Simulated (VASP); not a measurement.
# Se (P3_121) in VASP: a series of runs, part 2 of 2

VASP 6.6.1. Earlier steps stand in the parts before.

**3. Dielectric tensor, LDA**

INCAR

```
PREC = Accurate
ENCUT = 400
EDIFF = 1E-8
ISMEAR = 0
SIGMA = 0.01
LREAL = Auto
LASPH = True
NELM = 100
ALGO = Normal
ISIF = 2
LWAVE = False
LCHARG = False
LEPSILON = True
```

KPOINTS

```
regular mesh
0
Gamma
  8 8 7
```

POSCAR

```
Se
1.0
    4.3662000000      0.0000000000      0.0000000000
   -2.1831000000      3.7812401180      0.0000000000
    0.0000000000      0.0000000000      4.9536000000
Se
3
Direct
    0.7746000000      0.7746000000      0.0000000000
    0.0000000000      0.2254000000      0.6666666667
    0.2254000000      0.0000000000      0.3333333333
```

Potentials or basis: VASP PAW LDA potentials, release 64 (Se).

The run is started by

```console
$ cat potpaw_LDA.64/Se/POTCAR > POTCAR
$ mpirun -np 1 vasp_std > vasp.out
```

OUTCAR:

```text
PREC = Accurate
   ENCUT = 400
   EDIFF = 1E-8
   ISMEAR = 0
   LREAL = Auto
   LASPH = True
   NELM = 100
   ISIF = 2
   LEPSILON = True

 Found     55 irreducible k-points:

 Following reciprocal coordinates:
            Coordinates               Weight
  0.000000  0.000000  0.000000      1.000000
  0.125000  0.000000  0.000000      6.000000
  0.250000  0.000000  0.000000      6.000000
  0.375000  0.000000  0.000000      6.000000
  0.500000  0.000000  0.000000      3.000000
  0.125000  0.125000  0.000000      6.000000
   k-points           NKPTS =     55   k-points in BZ     NKDIM =     55   number of bands    NBANDS=     13
   number of dos      NEDOS =    301   number of ions     NIONS =      3
   total plane-waves  NPLWV =  25088
   dimension x,y,z NGX =    28 NGY =   28 NGZ =   32
   dimension x,y,z NGXF=    56 NGYF=   56 NGZF=   64
   ions per type =               3
   NGX,Y,Z   is equivalent  to a cutoff of  10.66, 10.66, 10.74 a.u.
   NGXF,Y,Z  is equivalent  to a cutoff of  21.32, 21.32, 21.48 a.u.
 SYSTEM =  unknown system
   PREC   = accura    normal or accurate (medium, high low for compatibility)
   ISTART =      0    job   : 0-new  1-cont  2-samecut
   ICHARG =      2    charge: 1-file 2-atom 10-const
   ISPIN  =      1    spin polarized calculation?
   LNONCOLLINEAR =      F non collinear calculations
   LSORBIT =      F    spin-orbit coupling
   LASPH  =      T    aspherical Exc in radial PAW
[... 211 lines left out ...]
------------------------ aborting loop because EDIFF is reached ----------------------------------------

 PIEZOELECTRIC TENSOR FIELD DIRECTION 3  (e Angst)
 -----------------------------------------------------------------------------
     0.00011 -0.00000  0.00000           (  0.00000 -0.00000  0.00000)
     0.00000  0.00011  0.00000           ( -0.00000  0.00000  0.00000)
     0.00000  0.00000  0.00029           (  0.00000  0.00000 -0.00001)

 PIEZOELECTRIC TENSOR FIELD DIRECTION 3  (C/m^2)
 -----------------------------------------------------------------------------
     0.00002 -0.00000  0.00000
     0.00000  0.00002  0.00000
     0.00000  0.00000  0.00006

 MACROSCOPIC STATIC DIELECTRIC TENSOR (including local field effects in DFT)
 ------------------------------------------------------
           9.965411     0.000000     0.000000
          -0.000000     9.965411     0.000000
           0.000000     0.000000    15.093884
 ------------------------------------------------------

 PIEZOELECTRIC TENSOR (including local field effects)  for field in x, y, z        (e  Angst)
          XX          YY          ZZ          XY          YZ          ZX
  --------------------------------------------------------------------------------
  x    -1.75810     1.75810     0.00000     0.00000     0.14488     0.00000
  y     0.00000    -0.00000    -0.00000     1.75810     0.00000    -0.14488
  z    -0.00000     0.00000     0.00000     0.00000     0.00000     0.00000

 PIEZOELECTRIC TENSOR (including local field effects)  for field in x, y, z        (C/m^2)
          XX          YY          ZZ          XY          YZ          ZX
  --------------------------------------------------------------------------------
  x    -0.34443     0.34443     0.00000     0.00000     0.02838     0.00000
  y     0.00000    -0.00000    -0.00000     0.34443     0.00000    -0.02838
  z    -0.00000     0.00000     0.00000     0.00000     0.00000     0.00000

 BORN EFFECTIVE CHARGES (including local field effects) (in |e|, cummulative output)
 ---------------------------------------------------------------------------------
 ion    1
    1    -0.43101     0.74654     0.36533
    2     0.74654     0.43101    -0.21092
    3     0.71814    -0.41462     0.00000
 ion    2
    1    -0.43101    -0.74654    -0.36533
    2    -0.74654     0.43101    -0.21092
    3    -0.71814    -0.41462    -0.00000
 ion    3
    1     0.86202     0.00000     0.00000
    2     0.00000    -0.86202     0.42184
    3    -0.00000     0.82923     0.00000
```

OSZICAR:

```text
N       E                     dE             d eps       ncg     rms          rms(c)
DAV:   1     0.756662137552E+02    0.75666E+02   -0.62843E+03  1430   0.929E+02
DAV:   2    -0.714669912489E+01   -0.82813E+02   -0.79821E+02  1907   0.166E+02
DAV:   3    -0.124014135119E+02   -0.52547E+01   -0.52253E+01  1670   0.490E+01
DAV:   4    -0.124507332099E+02   -0.49320E-01   -0.49287E-01  1770   0.555E+00
[... 11 lines left out ...]
RMM:   6    -0.334590704463E+01   -0.87801E-03   -0.64991E-05  3422   0.499E-02    0.244E-02
RMM:   7    -0.334668454393E+01   -0.77750E-03    0.24075E-06  3435   0.200E-02    0.325E-03
RMM:   8    -0.334694370834E+01   -0.25916E-03    0.24423E-06  3353   0.512E-03    0.110E-03
RMM:   9    -0.334693046321E+01    0.13245E-04    0.51161E-07  3591   0.145E-03    0.140E-04
RMM:  10    -0.334692754653E+01    0.29167E-05    0.99842E-09  3269   0.275E-04    0.873E-05
RMM:  11    -0.334692858023E+01   -0.10337E-05   -0.60004E-07  2511   0.892E-05    0.770E-06
```

Wall time 5.5 min (1 thread of AMD EPYC 9R45 (Zen 5), shared host); peak memory 0.36 GiB.

The run converged, but some of its settings lie outside the range that counts as converged, so its numbers aren't taken as properties of the crystal.

What came out:

- Band gap on the k mesh: 1.10 eV, indirect (least direct gap 1.33 eV)
- Electronic dielectric tensor (diagonal): 9.97, 9.97, 15.09
- Born charges (mean of the diagonal): Se +0.00 e

Caveat: an odd mesh through Γ misses points on the zone boundary, where band edges often lie.

**4. Dielectric tensor, LDA**

INCAR

```
PREC = Accurate
ENCUT = 280
EDIFF = 1E-8
ISMEAR = 0
SIGMA = 0.01
LREAL = False
LASPH = True
NELM = 100
ALGO = Normal
ISIF = 2
LWAVE = False
LCHARG = False
LEPSILON = True
```

KPOINTS

```
regular mesh
0
Gamma
  10 10 8
```

POSCAR is that of step 3.

Potentials or basis: VASP PAW LDA potentials, release 64 (Se).

The run is started by

```console
$ cat potpaw_LDA.64/Se/POTCAR > POTCAR
$ mpirun -np 1 vasp_std > vasp.out
```

OUTCAR:

```text
PREC = Accurate
   ENCUT = 280
   EDIFF = 1E-8
   ISMEAR = 0
   LREAL = False
   LASPH = True
   NELM = 100
   ISIF = 2
   LEPSILON = True

 Found     94 irreducible k-points:

 Following reciprocal coordinates:
            Coordinates               Weight
  0.000000  0.000000  0.000000      1.000000
  0.100000 -0.000000  0.000000      6.000000
  0.200000 -0.000000  0.000000      6.000000
  0.300000 -0.000000  0.000000      6.000000
  0.400000 -0.000000  0.000000      6.000000
  0.500000 -0.000000  0.000000      3.000000
   k-points           NKPTS =     94   k-points in BZ     NKDIM =     94   number of bands    NBANDS=     13
   number of dos      NEDOS =    301   number of ions     NIONS =      3
   total plane-waves  NPLWV =  16128
   dimension x,y,z NGX =    24 NGY =   24 NGZ =   28
   dimension x,y,z NGXF=    48 NGYF=   48 NGZF=   56
   ions per type =               3
   NGX,Y,Z   is equivalent  to a cutoff of   9.14,  9.14,  9.40 a.u.
   NGXF,Y,Z  is equivalent  to a cutoff of  18.28, 18.28, 18.79 a.u.
 SYSTEM =  unknown system
   PREC   = accura    normal or accurate (medium, high low for compatibility)
   ISTART =      0    job   : 0-new  1-cont  2-samecut
   ICHARG =      2    charge: 1-file 2-atom 10-const
   ISPIN  =      1    spin polarized calculation?
   LNONCOLLINEAR =      F non collinear calculations
   LSORBIT =      F    spin-orbit coupling
[... 211 lines left out ...]

------------------------ aborting loop because EDIFF is reached ----------------------------------------

 PIEZOELECTRIC TENSOR FIELD DIRECTION 3  (e Angst)
 -----------------------------------------------------------------------------
     0.00163  0.00000  0.00000           (  0.00000  0.00000  0.00000)
    -0.00000  0.00163  0.00000           ( -0.00000  0.00000  0.00000)
    -0.00000 -0.00000 -0.00149           (  0.00000  0.00000 -0.00001)

 PIEZOELECTRIC TENSOR FIELD DIRECTION 3  (C/m^2)
 -----------------------------------------------------------------------------
     0.00032  0.00000  0.00000
    -0.00000  0.00032  0.00000
    -0.00000 -0.00000 -0.00029

 MACROSCOPIC STATIC DIELECTRIC TENSOR (including local field effects in DFT)
 ------------------------------------------------------
           9.910487     0.000000     0.000000
           0.000000     9.910487     0.000000
           0.000000     0.000000    15.173101
 ------------------------------------------------------

 PIEZOELECTRIC TENSOR (including local field effects)  for field in x, y, z        (e  Angst)
          XX          YY          ZZ          XY          YZ          ZX
  --------------------------------------------------------------------------------
  x    -1.75221     1.75221     0.00000     0.00000     0.13953     0.00000
  y     0.00000     0.00000     0.00000     1.75221     0.00000    -0.13953
  z     0.00000     0.00000     0.00000    -0.00000    -0.00000     0.00000

 PIEZOELECTRIC TENSOR (including local field effects)  for field in x, y, z        (C/m^2)
          XX          YY          ZZ          XY          YZ          ZX
  --------------------------------------------------------------------------------
  x    -0.34327     0.34327     0.00000     0.00000     0.02734     0.00000
  y     0.00000     0.00000     0.00000     0.34327     0.00000    -0.02733
  z     0.00000     0.00000     0.00000    -0.00000    -0.00000     0.00000

 BORN EFFECTIVE CHARGES (including local field effects) (in |e|, cummulative output)
 ---------------------------------------------------------------------------------
 ion    1
    1    -0.43129     0.74701     0.36632
    2     0.74701     0.43129    -0.21150
    3     0.71718    -0.41407    -0.00000
 ion    2
    1    -0.43129    -0.74701    -0.36632
    2    -0.74701     0.43129    -0.21150
    3    -0.71718    -0.41407    -0.00000
 ion    3
    1     0.86258     0.00000     0.00000
    2     0.00000    -0.86258     0.42299
    3     0.00000     0.82813    -0.00000
```

It took 5 min on 1 thread of AMD EPYC 9R45 (Zen 5), shared host; peak memory 0.4 GiB.

The run converged, but some of its settings lie outside the range that counts as converged, so its numbers aren't taken as properties of the crystal.

Results:

```
Band gap on the k mesh                  : 1.03 eV, indirect (least direct gap 1.26 eV)
Electronic dielectric tensor (diagonal) : 9.91, 9.91, 15.17
Born charges (mean of the diagonal)     : Se +0.00 e
```
